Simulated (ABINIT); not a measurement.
**BeTe (F-43m): G0W0 in ABINIT against the screening cutoff in the self-energy**

How does the gap of BeTe (F-43m) converge in the screening cutoff in the self-energy?

Main program and level: ABINIT 10.8.3; LDA and many-body steps on it, plane waves.

The database entry behind the starting cell differs from later determinations by our own check (an axis about 1.5 % short against later determinations), so it need not match the best structure at ambient conditions.

## Step 1: Set-up

It takes space group F-43m (No. 216, cubic). The conventional cell has a = 5.540 Å, b = 5.540 Å, c = 5.540 Å, α = 90.00°, β = 90.00°, γ = 90.00°. Be has 4 Te at 2.40 Å nearest. Nearest to Te lie 4 Be at 2.40 Å. Farther neighbours and most contacts between anions are not listed.

Structure file:

```cif
data_structure
_symmetry_space_group_name_H-M 'P 1'
_symmetry_Int_Tables_number 1
_cell_length_a 3.9174
_cell_length_b 3.9174
_cell_length_c 3.9174
_cell_angle_alpha 60.000
_cell_angle_beta 60.000
_cell_angle_gamma 60.000
_cell_volume 42.51
loop_
_atom_site_label
_atom_site_type_symbol
_atom_site_fract_x
_atom_site_fract_y
_atom_site_fract_z
_atom_site_occupancy
Be1 Be 0.00000 0.00000 0.00000 1
Te2 Te 0.25000 0.25000 0.25000 1
```

The cell and positions come from the Crystallography Open Database and are kept as given unless a step says otherwise. Spin-orbit coupling is left out unless a step names it.

## Step 2: Screening, 4×4×4 mesh, 79 bands, screening to 176.9 eV

This step: ABINIT 10.8.3; RPA screening on LDA, plane waves, norm-conserving pseudopotentials.

The RPA dielectric matrix is built and inverted for each q.

The input, run.abi:

```
acell 3*1.0 Angstrom
rprim 
  0.000000000000 2.770000000000 2.770000000000
  2.770000000000 0.000000000000 2.770000000000
  2.770000000000 2.770000000000 -0.000000000000
ntypat 2
znucl 4 52
natom 2
typat 1 2
xred 
  0.000000000000 0.000000000000 0.000000000000
  0.250000000000 0.250000000000 0.250000000000
pp_dirpath "pseudos"
pseudos "Be.upf, Te.upf"
ecut 38
ngkpt 4 4 4
nshiftk 1
shiftk 0 0 0
kptopt 1
chksymbreak 0
istwfk *1
occopt 1
irdwfk 1
optdriver 3
nband 79
ecuteps 6.5
inclvkb 2
awtr 1
symchi 1
indata_prefix "in"
outdata_prefix "out"
tmpdata_prefix "tmp"
```

The run is started by

```bash
$ OMP_NUM_THREADS=1 mpirun -n 4 abinit run.abi > log
```

Output:

```text
.Version 10.8.3 of ABINIT. v10.8.2 released Aug 2026.

 Symmetries : space group F-4 3 m (#216); Bravais cF (face-center cubic)
[... echo of the input left out ...]
== DATASET  1 ==================================================================
-   mpi_nproc: 4, omp_nthreads: 1 (-1 if OMP is not activated)

--- !DatasetInfo
iteration_state: {dtset: 1, }
dimensions: {natom: 2, nkpt: 8, mband: 79, nsppol: 1, nspinor: 1, nspden: 1, mpw: 3250, }
cutoff_energies: {ecut:  38.0, pawecutdg:  -1.0, }
electrons: {nelect:   2.00000000E+01, charge:   0.00000000E+00, occopt:   1.00000000E+00, tsmear:   1.00000000E-02, }

 SCREENING: Calculation of the susceptibility and dielectric matrices

 Based on a program developped by R.W. Godby, V. Olevano, G. Onida, and L. Reining.
 Incorporated in ABINIT by V. Olevano, G.-M. Rignanese, and M. Torrent.
.Using double precision arithmetic ; gwpc =  8

[... cell and pseudopotentials left out ...]
--------------------------------------------------------------------------------

 ==== K-mesh for the wavefunctions ====
 Number of points in the irreducible wedge :     8
[... list of points left out ...]
 Together with 24 symmetry operations and time-reversal symmetry
 yields    64 points in the full Brillouin Zone.

 ==== Q-mesh for the screening function ====
 Number of points in the irreducible wedge :     8
[... list of points left out ...]
 Together with 24 symmetry operations and time-reversal symmetry
 yields    64 points in the full Brillouin Zone.

 setmesh: FFT mesh size selected  =    30x   30x   30
          total number of points  =        27000

 vcoul_init : cutoff-mode = AUXILIARY_FUNCTION
 q-points for optical limit:   1
     1)      0.000010    0.000020    0.000030

- screening: taking advantage of time-reversal symmetry
- Maximum band index for partially occupied states nbvw = 10
- Remaining bands to be divided among processors   nbcw = 69
- Number of bands treated by each node ~17

 Number of electrons calculated from density =   20.0000; Expected =   20.0000
 average of density, n =  0.069721
 r_s =    1.5072
 omega_plasma =   25.4705 [eV]

 calculating chi0 at frequencies [eV] :
  1    0.000000E+00    0.000000E+00
  2    0.000000E+00    2.547051E+01

--------------------------------------------------------------------------------
  q-point number  1        q = ( 0.000000, 0.000000, 0.000000) [r.l.u.]
--------------------------------------------------------------------------------
[... chi0 elements left out ...]
 For q-point:  0.000010 0.000020 0.000030
  dielectric constant =   9.3380
  dielectric constant without local fields =  10.6120

  Average fulfillment of the sum rule on Im[epsilon] for q-point    1 :     71.89  [%]
[... wings left out ...]
  q-point number  2        q = ( 0.250000, 0.000000, 0.000000) [r.l.u.]
--------------------------------------------------------------------------------
[... chi0 elements left out ...]
  Average fulfillment of the sum rule on Im[epsilon] for q-point    2 :     92.53  [%]

 [... 6 further q-points ...]
```

It took 16 s on 4 MPI ranks of Arm Neoverse V2, shared host; peak memory 0.73 GiB; 64 s of CPU time.

This step gave:

```
ε∞ with local fields, on this mesh, along the program's q direction : 9.338
the same without local fields                                       : 10.61
plasma frequency                                                    : 25.47 eV
plane waves in the screening matrix                                 : 259
```

Local fields lower ε∞ by 12 %. On a Γ-centred mesh this coarse the value itself is usually too large, while a short band sum pulls it down.

## Step 3: 0.7 Ha

This step: G0W0 on LDA, plane waves, norm-conserving pseudopotentials.

run.abi: that of step 2 with these lines changed.

```diff
@@ -23,8 +23,17 @@
 irdwfk 1
-optdriver 3
+optdriver 4
 nband 79
-ecuteps 6.5
-inclvkb 2
-awtr 1
-symchi 1
+gwcalctyp 0
+ecutsigx 38
+symsigma 1
+nkptgw 2
+kptgw 
+  0.0000000000 0.0000000000 0.0000000000
+  0.5000000000 0.5000000000 0.0000000000
+bdgw 
+  8 13
+  9 12
+ecuteps 0.7
+irdscr 1
+ppmodel 1
 indata_prefix "in"
```

Output:

```text
.Version 10.8.3 of ABINIT. v10.8.2 released Aug 2026.

 Symmetries : space group F-4 3 m (#216); Bravais cF (face-center cubic)
[... echo of the input left out ...]
== DATASET  1 ==================================================================
-   mpi_nproc: 4, omp_nthreads: 1 (-1 if OMP is not activated)

--- !DatasetInfo
iteration_state: {dtset: 1, }
dimensions: {natom: 2, nkpt: 8, mband: 79, nsppol: 1, nspinor: 1, nspden: 1, mpw: 3250, }
cutoff_energies: {ecut:  38.0, pawecutdg:  -1.0, }
electrons: {nelect:   2.00000000E+01, charge:   0.00000000E+00, occopt:   1.00000000E+00, tsmear:   1.00000000E-02, }

 SIGMA: Calculation of the GW corrections

 Based on a program developped by R.W. Godby, V. Olevano, G. Onida, and L. Reining.
 Incorporated in ABINIT by V. Olevano, G.-M. Rignanese, and M. Torrent.
.Using double precision arithmetic ; gwpc =  8

[... cell and pseudopotentials left out ...]
--------------------------------------------------------------------------------

 ==== K-mesh for the wavefunctions ====
 Number of points in the irreducible wedge :     8
[... list of points left out ...]
 Together with 24 symmetry operations and time-reversal symmetry
 yields    64 points in the full Brillouin Zone.

 ==== Q-mesh for screening function ====
 Number of points in the irreducible wedge :     8
[... list of points left out ...]
 Together with 24 symmetry operations and time-reversal symmetry
 yields    64 points in the full Brillouin Zone.

 vcoul_init : cutoff-mode = AUXILIARY_FUNCTION
 q-points for optical limit:   1
     1)      0.000010    0.000020    0.000030
 setmesh: FFT mesh size selected  =    45x   45x   45
          total number of points  =        91125

 Number of electrons calculated from density =   20.0000; Expected =   20.0000
 average of density, n =  0.069721
 r_s =    1.5072
 omega_plasma =   25.4705 [eV]

 === KS Band Gaps ===
  >>>> For spin  1
   Minimum direct gap =   3.6005 [eV], located at k-point      :   0.0000  0.0000  0.0000
   Fundamental gap    =   1.7748 [eV], Top of valence bands at :   0.0000  0.0000  0.0000
                                       Bottom of conduction at :   0.5000  0.5000  0.0000
 SIGMA fundamental parameters:
 PLASMON POLE MODEL  1
 number of plane-waves for SigmaX                 3143
 number of plane-waves for SigmaC and W              9
 number of plane-waves for wavefunctions          3143
 number of bands                                    79
 number of independent spin polarizations            1
 number of spinorial components                      1
 number of k-points in IBZ                           8
 number of q-points in IBZ                           8
 number of symmetry operations                      24
 number of k-points in BZ                           64
 number of q-points in BZ                           64
 number of frequencies for dSigma/dE                 9
 frequency step for dSigma/dE [eV]                0.25
 number of omega for Sigma on real axis              0
 max omega for Sigma on real axis  [eV]           0.00
 zcut for avoiding poles [eV]                     0.10

 EPSILON^-1 parameters (SCR file):
 dimension of the eps^-1 matrix on file            259
 dimension of the eps^-1 matrix used                 9
 number of plane-waves for wavefunctions          3143
 number of bands                                    79
 number of q-points in IBZ                           8
 number of frequencies                               2
 number of real frequencies                          1
 number of imag frequencies                          1

 matrix elements of self-energy operator (all in [eV])

 Perturbative Calculation

--- !SelfEnergy_ee
iteration_state: {dtset: 1, }
kpoint     : [   0.000,    0.000,    0.000, ]
spin       : 1
KS_gap     :    3.600
QP_gap     :    5.347
Delta_QP_KS:    1.746
data: !SigmaeeData |
     Band     E0 <VxcDFT>   SigX SigC(E0)      Z dSigC/dE  Sig(E)    E-E0       E
        8   4.477 -12.924 -15.485   1.975   0.835  -0.198 -13.413  -0.489   3.988
        9   4.477 -12.924 -15.485   1.975   0.835  -0.198 -13.413  -0.489   3.988
       10   4.477 -12.924 -15.485   1.975   0.835  -0.198 -13.413  -0.489   3.988
       11   8.077 -10.658  -5.759  -3.380   0.828  -0.208  -9.401   1.258   9.335
       12   8.077 -10.658  -5.759  -3.380   0.828  -0.208  -9.401   1.258   9.335
       13   8.077 -10.658  -5.759  -3.380   0.828  -0.208  -9.401   1.258   9.335

--- !SelfEnergy_ee
iteration_state: {dtset: 1, }
kpoint     : [   0.500,    0.500,    0.000, ]
spin       : 1
KS_gap     :    4.592
QP_gap     :    5.980
Delta_QP_KS:    1.388
data: !SigmaeeData |
     Band     E0 <VxcDFT>   SigX SigC(E0)      Z dSigC/dE  Sig(E)    E-E0       E
        9   1.660 -11.681 -14.969   2.619   0.817  -0.224 -12.227  -0.546   1.114
       10   1.660 -11.681 -14.969   2.619   0.817  -0.224 -12.227  -0.546   1.114
       11   6.252  -9.265  -4.980  -3.274   0.833  -0.201  -8.423   0.842   7.094
       12   7.107  -9.984  -5.491  -3.329   0.831  -0.204  -9.018   0.967   8.073

== END DATASET(S) ==============================================================
================================================================================

 -outvars: echo values of variables after computation  --------
           etotal      0.0000000000E+00
            nband          79
             nkpt           8
          spgroup         216
 [... the other variables as echoed above ...]

 Calculation completed.
```

Wall time 2.5 s (4 MPI ranks); peak memory 0.17 GiB.

This step gave:

* G0W0 gap on the points computed: 3.106 eV
* starting gap on the mesh: 1.775 eV
* k of the valence top: 0, 0, 0
* k of the conduction bottom: 0.5, 0.5, 0
* Z at the valence top: 0.835
* Z at the conduction bottom: 0.833
* least direct G0W0 gap on the computed points: 5.347 eV

## Step 4: 1.3 Ha

run.abi: that of step 3 with these lines changed.

```diff
@@ -35,3 +35,3 @@
   9 12
-ecuteps 0.7
+ecuteps 1.3
 irdscr 1
```

Output:

```text
.Version 10.8.3 of ABINIT. v10.8.2 released Aug 2026.

 Symmetries : space group F-4 3 m (#216); Bravais cF (face-center cubic)
[... echo of the input left out ...]
== DATASET  1 ==================================================================
-   mpi_nproc: 4, omp_nthreads: 1 (-1 if OMP is not activated)

--- !DatasetInfo
iteration_state: {dtset: 1, }
dimensions: {natom: 2, nkpt: 8, mband: 79, nsppol: 1, nspinor: 1, nspden: 1, mpw: 3250, }
cutoff_energies: {ecut:  38.0, pawecutdg:  -1.0, }
electrons: {nelect:   2.00000000E+01, charge:   0.00000000E+00, occopt:   1.00000000E+00, tsmear:   1.00000000E-02, }

 SIGMA: Calculation of the GW corrections

 Based on a program developped by R.W. Godby, V. Olevano, G. Onida, and L. Reining.
 Incorporated in ABINIT by V. Olevano, G.-M. Rignanese, and M. Torrent.
.Using double precision arithmetic ; gwpc =  8

[... cell and pseudopotentials left out ...]
--------------------------------------------------------------------------------

 ==== K-mesh for the wavefunctions ====
 Number of points in the irreducible wedge :     8
[... list of points left out ...]
 Together with 24 symmetry operations and time-reversal symmetry
 yields    64 points in the full Brillouin Zone.

 ==== Q-mesh for screening function ====
 Number of points in the irreducible wedge :     8
[... list of points left out ...]
 Together with 24 symmetry operations and time-reversal symmetry
 yields    64 points in the full Brillouin Zone.

 vcoul_init : cutoff-mode = AUXILIARY_FUNCTION
 q-points for optical limit:   1
     1)      0.000010    0.000020    0.000030
 setmesh: FFT mesh size selected  =    45x   45x   45
          total number of points  =        91125

 Number of electrons calculated from density =   20.0000; Expected =   20.0000
[...]
number of omega for Sigma on real axis              0
 max omega for Sigma on real axis  [eV]           0.00
 zcut for avoiding poles [eV]                     0.10

 EPSILON^-1 parameters (SCR file):
 dimension of the eps^-1 matrix on file            259
 dimension of the eps^-1 matrix used                15
 number of plane-waves for wavefunctions          3143
 number of bands                                    79
 number of q-points in IBZ                           8
 number of frequencies                               2
 number of real frequencies                          1
 number of imag frequencies                          1

 matrix elements of self-energy operator (all in [eV])

 Perturbative Calculation

--- !SelfEnergy_ee
iteration_state: {dtset: 1, }
kpoint     : [   0.000,    0.000,    0.000, ]
spin       : 1
KS_gap     :    3.600
QP_gap     :    5.111
Delta_QP_KS:    1.510
data: !SigmaeeData |
     Band     E0 <VxcDFT>   SigX SigC(E0)      Z dSigC/dE  Sig(E)    E-E0       E
        8   4.477 -12.924 -15.485   1.873   0.820  -0.220 -13.488  -0.564   3.913
        9   4.477 -12.924 -15.485   1.873   0.820  -0.220 -13.488  -0.564   3.913
       10   4.477 -12.924 -15.485   1.873   0.820  -0.220 -13.488  -0.564   3.913
[...]
--- !SelfEnergy_ee
iteration_state: {dtset: 1, }
kpoint     : [   0.500,    0.500,    0.000, ]
spin       : 1
KS_gap     :    4.592
QP_gap     :    5.780
Delta_QP_KS:    1.188
data: !SigmaeeData |
     Band     E0 <VxcDFT>   SigX SigC(E0)      Z dSigC/dE  Sig(E)    E-E0       E
[...]
11   6.252  -9.265  -4.980  -3.613   0.822  -0.217  -8.713   0.552   6.804
       12   7.107  -9.984  -5.491  -3.560   0.818  -0.222  -9.221   0.763   7.870

== END DATASET(S) ==============================================================
================================================================================

 -outvars: echo values of variables after computation  --------
           etotal      0.0000000000E+00
            nband          79
             nkpt           8
          spgroup         216
 [... the other variables as echoed above ...]

 Calculation completed.
```

It took 2.5 s on 4 MPI ranks; peak memory 0.17 GiB.

Numbers from this step:

* G0W0 gap on the points computed: 2.891 eV
* starting gap on the mesh: 1.775 eV
* k of the valence top: 0, 0, 0
* k of the conduction bottom: 0.5, 0.5, 0
* Z at the valence top: 0.82
* Z at the conduction bottom: 0.822
* least direct G0W0 gap on the computed points: 5.111 eV

## Step 5: 2.3 Ha

The self-energy is evaluated for the states that the input lists, and the levels follow from it, in one-shot runs by the linearised quasiparticle equation.

run.abi: that of step 4 with these lines changed.

```diff
@@ -35,3 +35,3 @@
   9 12
-ecuteps 1.3
+ecuteps 2.3
 irdscr 1
```

Output:

```text
.Version 10.8.3 of ABINIT. v10.8.2 released Aug 2026.

 Symmetries : space group F-4 3 m (#216); Bravais cF (face-center cubic)
[... echo of the input left out ...]
== DATASET  1 ==================================================================
-   mpi_nproc: 4, omp_nthreads: 1 (-1 if OMP is not activated)

--- !DatasetInfo
iteration_state: {dtset: 1, }
dimensions: {natom: 2, nkpt: 8, mband: 79, nsppol: 1, nspinor: 1, nspden: 1, mpw: 3250, }
cutoff_energies: {ecut:  38.0, pawecutdg:  -1.0, }
[...]
Band     E0 <VxcDFT>   SigX SigC(E0)      Z dSigC/dE  Sig(E)    E-E0       E
[...]
11   6.252  -9.265  -4.980  -3.755   0.817  -0.223  -8.832   0.434   6.685
       12   7.107  -9.984  -5.491  -3.809   0.812  -0.232  -9.429   0.555   7.662

== END DATASET(S) ==============================================================
================================================================================

 -outvars: echo values of variables after computation  --------
           etotal      0.0000000000E+00
            nband          79
             nkpt           8
          spgroup         216
 [... the other variables as echoed above ...]

 Calculation completed.
```

Wall time 2.8 s (4 MPI ranks); peak memory 0.17 GiB; 11 s of CPU time.

Numbers from this step:

| Quantity | Value |
| --- | --- |
| G0W0 gap on the points computed | 3.033 eV |
| starting gap on the mesh | 1.775 eV |
| k of the valence top | 0, 0, 0 |
| k of the conduction bottom | 0.5, 0.5, 0 |
| least direct G0W0 gap on the computed points | 5.108 eV |

The gap on the mesh goes from 1.77 eV to 3.03 eV, a correction of +1.26 eV.

(Continued in part 2 of 2.)

[Paths, hosts, dates, memory and timing lines, banners, echoed tables and standing remarks are left out of the program output.]

[Logs are printed without paths, hosts, clocks, repeated set-up lines and the standing remarks that a program may print on its own settings, such as how far it seeks lower states.]

[Runs of the session that timed out or met a known fault of the program may be left out.]

[Hosts, paths, dates, database ids (printed as entryN), source tags and the programs' standing remarks are cut or masked in the printed files.]

[G0W0 gaps are taken among the corrected bands and points alone; a level outside them can change the order at an edge.]

[Where Ansatz stands beside ABINIT at settings called matched, ABINIT's density can come from a denser mesh and the files from another edition; pairs whose starting gaps differed by over 0.03 eV were left out, so agreement reads better than it is.]
